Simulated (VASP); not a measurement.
# BAs in VASP: relaxing the cell with several functionals, part 2 of 2

VASP 6.6.1, plane waves, PAW.

## 4. Relaxing with LDA

Input file INCAR:

```
ENCUT = 600.000000
SIGMA = 0.020000
EDIFF = 1.00e-07
EDIFFG = -5.00e-03
GGA = CA
PREC = Accurate
IBRION = 2
ISIF = 3
ISMEAR = -1
NBANDS = 11
NELM = 120
NSW = 40
LASPH = .TRUE.
LCHARG = .FALSE.
LWAVE = .FALSE.
LREAL = .FALSE.
```

Input file KPOINTS:

```
KPOINTS created by Atomic Simulation Environment
0
Gamma
8 8 8
0 0 0
```

Input file POSCAR:

```
B  As
 1.0000000000000000
     0.0000000000000000    2.4046251120903746    2.4046251120903746
     2.4046251120903746    0.0000000000000000    2.4046251120903746
     2.4046251120903746    2.4046251120903746    0.0000000000000000
 B   As
   1   1
Cartesian
  0.0000000000000000 -0.0000000000000000  0.0000000000000000
  1.2023125560451871  1.2023125560451871  1.2023125560451871
```

The run uses the recommended LDA PAW datasets (8 valence electrons a neutral cell).

OSZICAR:

```text
N       E                     dE             d eps       ncg     rms          rms(c)
DAV:   1     0.127688225152E+02    0.12769E+02   -0.39546E+03   638   0.708E+02
DAV:   2    -0.127910845034E+02   -0.25560E+02   -0.24583E+02   870   0.109E+02
DAV:   3    -0.135840898611E+02   -0.79301E+00   -0.79112E+00   783   0.181E+01
DAV:   4    -0.135864159999E+02   -0.23261E-02   -0.23260E-02   713   0.111E+00
DAV:   5    -0.135864201596E+02   -0.41597E-05   -0.41597E-05   763   0.493E-02    0.487E+00
DAV:   6    -0.129914685197E+02    0.59495E+00   -0.16187E+00   680   0.504E+00    0.230E+00
DAV:   7    -0.129171426695E+02    0.74326E-01   -0.17668E-01   746   0.212E+00    0.880E-01
DAV:   8    -0.129042678729E+02    0.12875E-01   -0.22663E-02   704   0.791E-01    0.957E-02
DAV:   9    -0.129042896401E+02   -0.21767E-04   -0.78271E-04   719   0.169E-01    0.544E-02
DAV:  10    -0.129042965982E+02   -0.69581E-05   -0.77080E-05   665   0.503E-02    0.121E-02
DAV:  11    -0.129042980518E+02   -0.14536E-05   -0.17156E-06   758   0.833E-03    0.111E-02
DAV:  12    -0.129042979215E+02    0.13033E-06   -0.81839E-07   689   0.375E-03    0.315E-03
DAV:  13    -0.129042979216E+02   -0.15592E-09   -0.33546E-08   328   0.120E-03
   1 F= -.12904298E+02 E0= -.12904298E+02  d E =-.129043E+02
       N       E                     dE             d eps       ncg     rms          rms(c)
DAV:   1    -0.129660546328E+02   -0.61757E-01   -0.14512E+00   722   0.726E+00    0.122E+00
DAV:   2    -0.129273717484E+02    0.38683E-01   -0.61736E-02   671   0.127E+00    0.631E-01
DAV:   3    -0.129146303979E+02    0.12741E-01   -0.25128E-02   695   0.702E-01    0.218E-01
DAV:   4    -0.129139450832E+02    0.68531E-03   -0.97258E-04   725   0.176E-01    0.147E-01
DAV:   5    -0.129138513386E+02    0.93745E-04   -0.11033E-04   725   0.580E-02    0.637E-02
DAV:   6    -0.129138485494E+02    0.27891E-05   -0.64645E-06   674   0.139E-02    0.561E-03
DAV:   7    -0.129138485404E+02    0.90131E-08   -0.20063E-07   647   0.246E-03
   2 F= -.12913849E+02 E0= -.12913849E+02  d E =-.955062E-02
       N       E                     dE             d eps       ncg     rms          rms(c)
DAV:   1    -0.129345983243E+02   -0.20750E-01   -0.24670E-01   725   0.292E+00    0.498E-01
DAV:   2    -0.129277477638E+02    0.68506E-02   -0.11330E-02   674   0.535E-01    0.256E-01
DAV:   3    -0.129255870783E+02    0.21607E-02   -0.41722E-03   713   0.288E-01    0.742E-02
DAV:   4    -0.129254451251E+02    0.14195E-03   -0.20290E-04   725   0.781E-02    0.520E-02
DAV:   5    -0.129254318427E+02    0.13282E-04   -0.16228E-05   713   0.222E-02    0.242E-02
DAV:   6    -0.129254313291E+02    0.51359E-06   -0.11136E-06   665   0.559E-03    0.184E-03
DAV:   7    -0.129254313230E+02    0.60758E-08   -0.45283E-08   424   0.118E-03
   3 F= -.12925431E+02 E0= -.12925431E+02  d E =-.211334E-01
```

OUTCAR, selected sections:

```text
k-points           NKPTS =     29   k-points in BZ     NKDIM =     29   number of bands    NBANDS=     11

   NELECT =       8.0000    total number of electrons

   dimension x,y,z NGX =    28 NGY =   28 NGZ =   28
   dimension x,y,z NGXF=    56 NGYF=   56 NGZF=   56

  energy-cutoff  :      600.00
  volume of cell :       26.67
      direct lattice vectors                 reciprocal lattice vectors
    -0.000000000  2.371219952  2.371219952    -0.210861923  0.210861923  0.210861923
     2.371219952 -0.000000000  2.371219952     0.210861923 -0.210861923  0.210861923
     2.371219952  2.371219952  0.000000000     0.210861923  0.210861923 -0.210861923

 k-points in reciprocal lattice and weights: KPOINTS created by Atomic Simulation Env
   0.00000000  0.00000000  0.00000000       0.002
   0.12500000  0.00000000  0.00000000       0.016
   0.25000000  0.00000000  0.00000000       0.016
   0.37500000  0.00000000  0.00000000       0.016
   0.50000000  0.00000000  0.00000000       0.008
   0.12500000  0.12500000  0.00000000       0.012
   0.25000000  0.12500000  0.00000000       0.047
   0.37500000  0.12500000  0.00000000       0.047
[... 21 more k-points ...]

 E-fermi :   6.8642

 k-point     1 :       0.0000    0.0000    0.0000
  band No.  band energies     occupation
      1      -9.1703      2.00000
      2       6.4054      2.00000
      3       6.4054      2.00000
      4       6.4054      2.00000
      5       9.6826      0.00000
      6       9.6826      0.00000
      7       9.6826      0.00000
      8      11.3781      0.00000
      9      15.8717      0.00000
     10      19.5280      0.00000
     11      19.5280      0.00000

 k-point     2 :       0.1250    0.0000    0.0000
  band No.  band energies     occupation
      1      -8.9099      2.00000
      2       4.4292      2.00000
      3       5.9567      2.00000
      4       5.9567      2.00000
      5       9.8529      0.00000
      6      10.2704      0.00000
      7      10.2704      0.00000
      8      12.5647      0.00000
      9      16.8418      0.00000
     10      18.0912      0.00000
     11      18.0912      0.00000

 k-point     3 :       0.2500    0.0000    0.0000
  band No.  band energies     occupation
      1      -8.1509      2.00000
      2       1.4145      2.00000
      3       5.2330      2.00000
      4       5.2330      2.00000
      5       9.5702      0.00000
      6      11.0729      0.00000
      7      11.0729      0.00000
      8      14.3651      0.00000
      9      17.6319      0.00000
     10      17.6907      0.00000
     11      17.6907      0.00000

 k-point     4 :       0.3750    0.0000    0.0000
  band No.  band energies     occupation
      1      -7.0201      2.00000
      2      -1.2112      2.00000
      3       4.7261      2.00000
      4       4.7261      2.00000
      5       9.3165      0.00000
      6      11.2377      0.00000
      7      11.2377      0.00000
      8      15.1430      0.00000
      9      18.1957      0.00000
     10      19.1688      0.00000
     11      19.1688      0.00000

 k-point     5 :       0.5000    0.0000    0.0000
  band No.  band energies     occupation
      1      -6.2337      2.00000
      2      -2.5110      2.00000
      3       4.5509      2.00000
      4       4.5509      2.00000
      5       9.2276      0.00000
      6      11.1808      0.00000
      7      11.1808      0.00000
      8      15.1415      0.00000
      9      19.0427      0.00000
     10      21.0573      0.00000
     11      21.0573      0.00000

 k-point     6 :       0.1250    0.1250    0.0000
  band No.  band energies     occupation
      1      -8.8226      2.00000
      2       4.9919      2.00000
      3       5.2136      2.00000
      4       5.2136      2.00000
      5       8.9508      0.00000
      6      11.2414      0.00000
      7      11.2414      0.00000
      8      12.2451      0.00000
      9      16.5694      0.00000
     10      17.2205      0.00000
     11      19.9053      0.00000

[... the tables of k-points 7 to 29 left out ...]

  Total       -0.0031008     -0.0031008     -0.0031008      0.0000000      0.0000000     -0.0000000
  in kB       -0.1863136     -0.1863136     -0.1863136      0.0000000      0.0000000     -0.0000000
  external PRESSURE =      -0.1863136 kB  Pullay stress =       0.0000000 kB

 POSITION                                       TOTAL-FORCE (eV/Angst)
 -----------------------------------------------------------------------------------
      0.00000      0.00000      0.00000         0.000000      0.000000      0.000000
      1.18561      1.18561      1.18561        -0.000000     -0.000000     -0.000000
 -----------------------------------------------------------------------------------
    total drift:                               -0.000000     -0.000000     -0.000000

  FREE ENERGIE OF THE ION-ELECTRON SYSTEM (eV)
  ---------------------------------------------------
  free  energy   TOTEN  =       -12.9254313230 eV

  energy  without entropy=      -12.9254313230  energy(sigma->0) =      -12.92543132
```

CONTCAR

```
B  As
   1.00000000000000
    -0.0000000000000000    2.3712199522514799    2.3712199522514799
     2.3712199522514799   -0.0000000000000000    2.3712199522514799
     2.3712199522514799    2.3712199522514799    0.0000000000000000
  B               As
     1     1
Direct
     0.0000000000000000    0.0000000000000000    0.0000000000000000
     0.2500000000000000    0.2500000000000000    0.2500000000000000

  0.00000000E+00  0.00000000E+00  0.00000000E+00
  0.00000000E+00  0.00000000E+00  0.00000000E+00
```

```
                       before   after   change
                a (Å)   4.809   4.742  -1.39 %
     volume (Å³/atom)  13.904  13.333  -4.11 %
shortest distance (Å)   2.082   2.054  -1.39 %
          space group   F-43m   F-43m     same
```

## 5. Results

This closing draws on all 2 parts.

```
 level  a (Å)  volume (Å³/atom)  space group
r2SCAN  4.786            13.707        F-43m
PBEsol  4.778            13.631        F-43m
   LDA  4.742            13.333        F-43m
```

**Reading.** The r2SCAN run changed the volume by -1.4 % from its own start of 13.90 Å³/atom. LDA gives the smallest cell and r2SCAN the largest, 2.8 % apart in volume. A measured a is 4.7776 Å (quoted in “Antisite pairs suppress the thermal conductivity of BAs”, 2018, arxiv:1804.02381); the misses are r2SCAN +0.2 %, PBEsol -0.0 %, LDA -0.7 %. 4 values of this kind are on record (4.7741 to 4.7776 Å); this one was drawn at random.
